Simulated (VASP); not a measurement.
A run of VASP 6.6.1 is set up as follows.

Contents of INCAR:

```
PREC = Accurate
ENCUT = 520
EDIFF = 1E-6
ISMEAR = 0
SIGMA = 0.028000000000000004
LREAL = F
LASPH = T
NELM = 60
ALGO = Normal
ISIF = 2
LWAVE = F
LCHARG = F
GGA = PE
```

KPOINTS

```
regular mesh
0
Gamma
  11 11 11
```

File POSCAR:

```
Al
1.0
    0.0000000000      2.0248050000      2.0248050000
    2.0248050000      0.0000000000      2.0248050000
    2.0248050000      2.0248050000      0.0000000000
Al
1
Direct
    0.0000000000      0.0000000000      0.0000000000
```

Potentials or basis: VASP PAW PBE potentials, release 64 (Al).

Launch:

```sh
$ cat potpaw_PBE.64/Al/POTCAR > POTCAR
$ mpirun -np 1 vasp_std > vasp.out
```

Task: Predict the band gap on the k mesh.

Result: None (metal or under the smearing width).

Task: Predict the pressure.

Result: -0.5 GPa.
